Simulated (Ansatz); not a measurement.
# Ge (I4_1/amd) in Ansatz: a series of runs

Aim: see how the results for Ge move with the level of theory and the settings. Levels: r2SCAN0 form with a typed share of exact exchange, r2SCAN0. Tasks: single point.

All numbers are computed with Ansatz 0.2.0; they aren't measurements. Logs are shortened: lines on timing, memory, paths and dates and some standing lists are left out, and cuts for length are marked.

## 1. Starting point

The structure is tetragonal, space group I4_1/amd (No. 141). Conventional cell: a = 5.149 Å, b = 5.149 Å, c = 2.795 Å, α = 90.00°, β = 90.00°, γ = 90.00°. Ge (site symmetry -4m2) is surrounded by 6 Ge at 2.67 to 2.79 Å.

This isn't the form of Ge at room conditions, which is diamond.

## 2. Single point, r2SCAN0 form with a typed share of exact exchange

The input, input.yaml:

```yaml
crystal:
  lattice:
    - [-2.574489719, 2.574489719, 1.3974126432]
    - [2.574489719, -2.574489719, 1.3974126432]
    - [2.574489719, 2.574489719, -1.3974126432]
  atoms:
    - { symbol: Ge, position: [0.5, 0.5, 0.0] }
    - { symbol: Ge, position: [0.25, 0.75, 0.5] }
hamiltonian:
  xc: r2scan
  pseudopotentials: { kind: paw }
kpoints:
  mp_grid: { grid: [6, 6, 6] }
scf:
  occupations: { method: fermi_dirac, width: 0.05 }
output:
  forces: true
  stress: true
  eigenvalues: true
```

Potentials or basis: Ansatz PAW.

Run with:

```sh
$ ansatz run input.yaml --threads 2 --pin off --max-ram 5632MiB --backend cpu --events-out ev --progress --plain --runs-dir out
```

Output:

```text
Warning: RAYON_NUM_THREADS=2 ignored (pool sized by the plan → 2); use --threads N
Engine: ansatz 0.2.0, x86_64-unknown-linux-gnu
Pseudopotentials: kind: paw
Pseudopotential: Ge, paw, valence charge 14, recommended cutoff 500 eV (meta_gga), Ge.paw.azcp
Functional definition: r2SCAN
  parameter k0 = 0.174
  parameter k1 = 0.065
  parameter a1 = 4.9479
  exchange = r2scan_x(k0 = k0, k1 = k1, a1 = a1)
  correlation = r2scan_c
Crystal: 2 atoms, lattice volume = 37.048 Å³
Basis set: ecut = 500 eV, 909 PW (Γ), exchange–correlation on 120×120×120 points (64 copies of the dense FFT grid, shifted against one another)
Bands: 18, of which v1, the nominal top of the filled ones, is band 14 counted from 1 (13 counted from 0)
Symmetry: 16 space group operations
Space group: I41/amd (ITA 141), of the structure as read, at distance tolerance 3.3e-5 Å
k-points: 30 of 216
Non-local potential: Ge, projectors of the file, l = 0: 2, l = 1: 2, l = 2: 3, l = 3: 1
PAW form: soft (Blöchl's): semilocal exchange-correlation on the pseudo side does not see the compensation charge
PAW frozen core: Ge, regenerated for the run's functional (the file was generated under x = pbe(κ = 0.804, μ = 0.2195149727645171), c = pbe(β = 0.06672455060314922))
PAW one-centre angular grid: Ge, 590 points (default); XC on 160 Gauss nodes
Initial density: superposition of atomic densities (neutral atoms: chi_scale 0, normalization atom), corrected by the library's trained network
Initial wavefunctions: pseudopotential atomic-orbital guess
Functional: x = r2scan, c = r2scan; τ floored in thin density (d = 2e-4 eV/Å³)
SCF iter   1: F=—  HF=-8605.048086 eV  |F-HF|=—  |Δ(HF+E_count)|=         —  Δρ=7.28e-3  dr2=6.32e-3  dr2_τ=1.85e-3  ethr=1.77e-3  ⟨swp⟩=5.9  Hψ=2309  notcnv=0
preconditioner: auto → Kerker (q_TF=auto, 2.604 Å⁻¹)  [metal: Δε(μ)=0.098 eV  Ē_g=24.530 eV  σ=0.050 eV  W_gap=0.45  n_scr=16 (ndim 8)  ℏωp=32.3 eV  f_vac=0.000  D(μ)=0.82/eV (n_scr^D=4)]
SCF iter   2: F=—  HF=-8605.075478 eV  |F-HF|=—  |Δ(HF+E_count)|=   2.74e-2  Δρ=2.84e-3  dr2=1.40e-3  dr2_τ=2.31e-5  ethr=2.26e-5  ⟨swp⟩=2.0  Hψ=1320  notcnv=0
preconditioner: auto → none  [insulator: Δε(μ)=0.123 eV  Ē_g=24.393 eV  σ=0.050 eV  W_gap=0.53  n_scr=16 (ndim 8)  ℏωp=32.3 eV  f_vac=0.000  D(μ)=0.79/eV (n_scr^D=4)  ε∞_Penn≈2.8]
SCF iter   3: F=—  HF=-8605.076337 eV  |F-HF|=—  |Δ(HF+E_count)|=   8.58e-4  Δρ=1.49e-3  dr2=3.77e-4  dr2_τ=5.60e-6  ethr=5.00e-6  ⟨swp⟩=1.8  Hψ=586  notcnv=0
SCF iter   4: F=—  HF=-8605.076618 eV  |F-HF|=—  |Δ(HF+E_count)|=   2.82e-4  Δρ=3.93e-5  dr2=3.38e-7  dr2_τ=1.79e-8  ethr=1.35e-6  ⟨swp⟩=2.0  Hψ=663  notcnv=0
SCF iter   5: F=—  HF=-8605.076619 eV  |F-HF|=—  |Δ(HF+E_count)|=   1.02e-6  Δρ=9.12e-6  dr2=1.96e-8  dr2_τ=2.67e-10  ethr=1.21e-9  ⟨swp⟩=2.0  Hψ=970  notcnv=0
SCF iter   6: F=-8605.076620 eV  HF=-8605.076620 eV  |F-HF|=3.91e-10  |Δ(HF+E_count)|=   5.40e-8  Δρ=1.07e-6  dr2=2.59e-10  dr2_τ=4.43e-12  ethr=6.99e-11  ⟨swp⟩=2.0  Hψ=1785  notcnv=0
SCF 1 converged in 6 iterations: F = -8605.076620 eV  dr2 = 2.59e-10
SCF converged after 6 iterations
Free energy (F): -8605.076620 eV
Harris-Foulkes:  -8605.076620 eV  (|F-HF|=3.91e-10)
Internal energy: -8605.069939 eV  (E = F + TS)
E sigma→0 (E₀):  -8605.073279 eV
Entropy (-TS):   -0.006681 eV (-3.340 meV/atom)
Fermi energy:    11.261343 eV
--- Per-component energies (eV) ---
  E_band       = -240.497317
  E_kinetic    = 221.270730
  E_local      = -4292.024059  (includes V_loc(G=0)·N_el)
  E_nonlocal   = 836.032597
  E_hartree    = 1883.028288
  E_xc         = -138.328321
  E_vxc        = -136.188877  (∫ρ·V_xc dr)
  E_paw        = -4064.074924  (= ΣΔE_a)
  E_vpaw       = -643.400955  (= ΣTr[D̂ρ^β])
  E_aug_tail   = 0.000033  (compensation charges beyond the density's cutoff)
  E_vtau       = 7.756082  (kinetic-family band-sum trace: ∫τ·v_τ [+ j·A + Jᵃ·Aᵃ] dr)
  E_ewald      = -3048.802751
  E_core_change = -2.171532  (= ΣΔE_core)
  E_smearing   = -0.006681  (= −TS)
  E_closure    = -0.000000  (closes the sum)
  Σ components = -8605.076620   (vs F -8605.076620, Δ=0.00e0)
--- Forces (eV/Å), atoms counted from 1 ---
  atom   1  Ge     0.00000000     0.00000000     0.00000000
  atom   2  Ge     0.00000000     0.00000000     0.00000000
  max |Σ_I F_I| component: 3.47e-17 eV/Å
--- Stress (GPa, compression-positive) ---
        0.996257      -0.000000       0.000000
       -0.000000       0.996257      -0.000000
       -0.000000      -0.000000      -0.596018
  P = ⅓ Tr σ = 0.4655 GPa (4.655 kbar)
--- Band table (eV; the first three rows and the last of 30) ---
  k-point 0: bands = ["-14.3534", "-14.3149", "-14.2824", "-14.2705", "-14.1639", "-14.1639", "-14.1579", "-14.1579", "-14.0832", "-14.0162", "-2.8595", "6.9513", "8.5418", "8.5418", "14.8227", "19.0634", "19.0634", "19.6532"]
  k-point 1: bands = ["-14.3381", "-14.3175", "-14.2906", "-14.2565", "-14.1709", "-14.1569", "-14.1541", "-14.1520", "-14.0928", "-14.0324", "-2.5371", "4.8230", "8.8957", "10.0469", "16.3604", "16.6940", "17.6757", "19.6133"]
  k-point 2: bands = ["-14.3209", "-14.3065", "-14.2962", "-14.2198", "-14.1954", "-14.1504", "-14.1441", "-14.1351", "-14.1181", "-14.0705", "-1.5722", "2.2016", "9.9442", "11.5648", "13.9461", "15.3442", "19.2055", "19.4206"]
  k-point 29: bands = ["-14.3198", "-14.3198", "-14.1812", "-14.1812", "-14.1615", "-14.1615", "-14.1597", "-14.1597", "-14.1546", "-14.1546", "1.7945", "1.7945", "4.9133", "4.9133", "17.6077", "17.6077", "22.7156", "22.7156"]
```

Wall time 1.9 s (2 threads of Intel Xeon Platinum 8259CL at 2.50GHz (Skylake/Cascade Lake), shared host); peak memory 0.47 GiB.

What came out:

* Free energy: -8605.0766 eV
* Pressure: 0.5 GPa
* Band gap on the k mesh: none (metal or under the smearing width)

Caveat: the k mesh is coarse (spacing up to 0.43 Å⁻¹), so the values aren't converged, least of all with exact exchange; the PAW data sets come from PBE, with cores solved anew for the run's functional, which leaves a small shift of forces and pressure.

## 3. Single point, r2SCAN0 form with a typed share of exact exchange

input.yaml, as its differences from that of step 2:

```diff
@@ -9,3 +9,3 @@
 hamiltonian:
-  xc: r2scan
+  xc: { exchange: r2scan, correlation: r2scan, exx: { coeff: 0.1 } }
   pseudopotentials: { kind: paw }
@@ -19 +19,5 @@
   eigenvalues: true
+  write_density: true
+  write_potential: true
+  elf: true
+  volumetric_format: npy
```

Potentials or basis: Ansatz PAW.

Run with:

```sh
$ ansatz run input.yaml --threads 2 --pin off --max-ram 5632MiB --backend cpu --events-out ev --progress --plain --runs-dir out
```

Output:

```text
Warning: output.stress: scf.convergence.dr2_threshold = 1e-7 eV (the SCF's general default) is looser than the 2e-10 eV advised for a printed stress (1e-10 eV for each atom of the cell: 2). What an SCF threshold leaves in a stress goes as its square root, and in the free energy as the threshold itself, and one threshold admits the most on a small cell: of the crystals measured, under no hybrid functional and no lock of the moments, on runs that ended without the residual-converged pass, on stresses that held no estimate of that error, the worst erred by over 100 MPa in a component at 1e-7 eV an atom and by under 5 at 1e-10. Set scf.convergence.dr2_threshold to 2e-10 eV or tighter. The threshold is an SCF's pass mark: one that does not reach it within its budget of iterations ends unconverged, or closes short of it on a stop that the run arms, and scf.convergence.dr2_threshold's page says what that costs each kind of run
Warning: output.stress: scf.exx.energy_threshold = 1e-6 eV is looser than the 2e-8 eV advised for a stress under a hybrid functional (1e-8 eV for each atom of the cell: 2). Every SCF of the exchange loop can meet its threshold on dr2 while the loop round them stops early: no threshold on dr2 bounds what that leaves in the stress. Set scf.exx.energy_threshold to 2e-8 eV or tighter. The threshold is the loop's pass mark: a loop that does not reach it within its budget of cycles ends unconverged, and scf.exx.energy_threshold's page has the law
Warning: RAYON_NUM_THREADS=2 ignored (pool sized by the plan → 2); use --threads N
[... 3 set-up lines as earlier in the session ...]
Functional definition: unnamed
  parameter a_1 = 0.1
  exchange = (1 - a_1)*r2scan_x + a_1*exact_x
[... 1 set-up line as earlier in the session ...]
Crystal: 2 atoms, lattice volume = 37.048 Å³
Basis set: ecut = 500 eV, 909 PW (Γ), exchange–correlation on 120×120×120 points (64 copies of the dense FFT grid, shifted against one another)
Bands: 18, of which v1, the nominal top of the filled ones, is band 14 counted from 1 (13 counted from 0)
[... 2 set-up lines as earlier in the session ...]
k-points: 30 of 216
[... 57 lines left out ...]
  E_paw        = -4027.804431  (= ΣΔE_a)
  E_vpaw       = -593.501117  (= ΣTr[D̂ρ^β])
  E_aug_tail   = 0.000033  (compensation charges beyond the density's cutoff)
  E_vtau       = 6.720858  (kinetic-family band-sum trace: ∫τ·v_τ [+ j·A + Jᵃ·Aᵃ] dr)
  E_ewald      = -3048.802751
  E_core_change = -2.198692  (= ΣΔE_core)
  E_smearing   = -0.003387  (= −TS)
  E_closure    = 0.000000  (closes the sum)
  Σ components = -8604.232135   (vs F -8604.232135, Δ=0.00e0)
--- Forces (eV/Å), atoms counted from 1 ---
  atom   1  Ge     0.00000000    -0.00000000     0.00000000
  atom   2  Ge     0.00000000     0.00000000     0.00000000
  max |Σ_I F_I| component: 1.39e-17 eV/Å
--- Stress (GPa, compression-positive) ---
        0.177058       0.000000       0.000000
        0.000000       0.177058       0.000000
        0.000000      -0.000000      -1.239551
  P = ⅓ Tr σ = -0.2951 GPa (-2.951 kbar)
--- Band table (eV; the first three rows and the last of 30) ---
  k-point 0: bands = ["-15.8234", "-15.7854", "-15.7532", "-15.7395", "-15.6353", "-15.6353", "-15.6301", "-15.6301", "-15.5544", "-15.4916", "-3.6132", "6.6664", "8.2503", "8.2503", "14.9983", "19.5054", "19.5054", "20.1166"]
  k-point 1: bands = ["-15.8084", "-15.7880", "-15.7613", "-15.7258", "-15.6424", "-15.6284", "-15.6263", "-15.6242", "-15.5639", "-15.5075", "-3.2793", "4.3903", "8.6352", "9.9241", "16.5932", "17.0475", "18.0571", "20.0862"]
  k-point 2: bands = ["-15.7914", "-15.7770", "-15.7671", "-15.6896", "-15.6671", "-15.6223", "-15.6159", "-15.6075", "-15.5893", "-15.5446", "-2.2800", "1.6413", "9.7659", "11.6893", "14.1757", "15.6327", "19.6563", "19.8634"]
  k-point 29: bands = ["-15.7902", "-15.7902", "-15.6534", "-15.6534", "-15.6330", "-15.6330", "-15.6306", "-15.6306", "-15.6270", "-15.6270", "1.2327", "1.2327", "4.4314", "4.4314", "18.0021", "18.0021", "23.2466", "23.2466"]
```

rho_z.tsv:

```text
# z_ang	rho[e/angstrom^3]
# format = ansatz-planar-average/11
# lattice	-2.574489719	2.574489719	1.397412643
# lattice	2.574489719	-2.574489719	1.397412643
# lattice	2.574489719	2.574489719	-1.397412643
# sites	2
# site	32	0.000000000	0.000000000	1.397412643
# site	32	2.574489719	0.000000000	0.698706322
0.000000	1.867618e0
0.129995	1.631904e0
0.259989	1.127739e0
0.389984	6.885676e-1
0.519979	4.373771e-1
0.649973	3.223135e-1
[... 22 lines left out ...]
3.639851	1.127739e0
3.769846	1.631904e0
```

v_z.tsv:

```text
# z_ang	v_es[eV]	v_tot[eV]
# format = ansatz-planar-average/11
# xc	r2scanh
# density_cutoff_ev	2000
# datasets	Ge=:simpson_from_first_knot:soft:fock:shift=0
# lattice	-2.574489719	2.574489719	1.397412643
# lattice	2.574489719	-2.574489719	1.397412643
# lattice	2.574489719	2.574489719	-1.397412643
# sites	2
# site	32	0.000000000	0.000000000	1.397412643
# site	32	2.574489719	0.000000000	0.698706322
0.000000	2.780371e0	-7.608829e0
0.129995	2.992855e0	-7.388354e0
0.259989	3.596524e0	-6.753994e0
0.389984	4.498995e0	-5.756502e0
0.519979	5.577896e0	-4.563077e0
0.649973	6.728990e0	-3.340889e0
[... 22 lines left out ...]
3.639851	3.596524e0	-6.753994e0
3.769846	2.992855e0	-7.388354e0
```

Wall time 42 s (2 threads of Intel Xeon Platinum 8259CL at 2.50GHz (Skylake/Cascade Lake), shared host); peak memory 1.5 GiB.

Results:

```yaml
Free_energy: -8604.2321 eV
Pressure: -0.3 GPa
Band_gap_on_the_k_mesh: none (metal or under the smearing width)
```

Levels at points of the mesh, in eV from the Fermi level:
```
              k point  band 11  band 12  band 13  band 14  band 15  band 16  band 17  band 18
   (0.00, 0.00, 0.00)   -14.90    -4.62    -3.04    -3.04     3.71     8.22     8.22     8.83
  (0.00, 0.00, -0.50)   -11.91   -11.91     0.45     0.45     2.18     2.18     8.25     8.25
  (0.00, -0.50, 0.00)    -9.11    -7.35    -3.08    -2.65    -1.93     2.78     3.89     5.99
(-0.50, -0.50, -0.50)   -10.05   -10.05    -6.85    -6.85     6.72     6.72    11.96    11.96
```

Caveat: the k mesh is coarse (spacing up to 0.43 Å⁻¹), so the values aren't converged, least of all with exact exchange; the PAW data sets come from PBE, with cores solved anew for the run's functional, which leaves a small shift of forces and pressure; the thresholds are loose for stress.

## 4. Single point, r2SCAN0 form with a typed share of exact exchange

input.yaml, as its differences from that of step 3:

```diff
@@ -9,3 +9,3 @@
 hamiltonian:
-  xc: { exchange: r2scan, correlation: r2scan, exx: { coeff: 0.1 } }
+  xc: { exchange: r2scan, correlation: r2scan, exx: { coeff: 0.15 } }
   pseudopotentials: { kind: paw }
@@ -19,5 +19 @@
   eigenvalues: true
-  write_density: true
-  write_potential: true
-  elf: true
-  volumetric_format: npy
```

Run with:

```sh
$ ansatz run input.yaml --threads 2 --pin off --max-ram 5632MiB --backend cpu --events-out ev --progress --plain --runs-dir out
```

Wall time 43 s (2 threads of Intel Xeon Platinum 8259CL at 2.50GHz (Skylake/Cascade Lake), shared host); peak memory 1.5 GiB.

The run converged. Its results:

| Item | Value |
| --- | --- |
| Free energy | -8603.8172 eV |
| Pressure | -0.7 GPa |
| Band gap on the k mesh | none (metal or under the smearing width) |

Stress tensor (GPa, compression positive):
```
-0.23  0.00  0.00
 0.00 -0.23  0.00
 0.00  0.00 -1.57
```

Levels at points of the mesh, in eV from the Fermi level:
| k point | band 12 | band 13 | band 14 | band 15 | band 16 | band 17 |
| --- | --- | --- | --- | --- | --- | --- |
| (0.00, 0.00, 0.00) | -4.78 | -3.20 | -3.20 | 3.78 | 8.42 | 8.42 |
| (0.00, 0.00, -0.50) | -12.26 | 0.47 | 0.47 | 2.26 | 2.26 | 8.45 |
| (0.00, -0.50, 0.00) | -7.61 | -3.20 | -2.79 | -2.08 | 2.85 | 4.02 |
| (-0.50, -0.50, -0.50) | -10.36 | -7.12 | -7.12 | 6.89 | 6.89 | 12.20 |

Caveat: the k mesh is coarse (spacing up to 0.43 Å⁻¹), so the values aren't converged, least of all with exact exchange; the PAW data sets come from PBE, with cores solved anew for the run's functional, which leaves a small shift of forces and pressure; the thresholds are loose for stress.

[end of part 1 of 2]
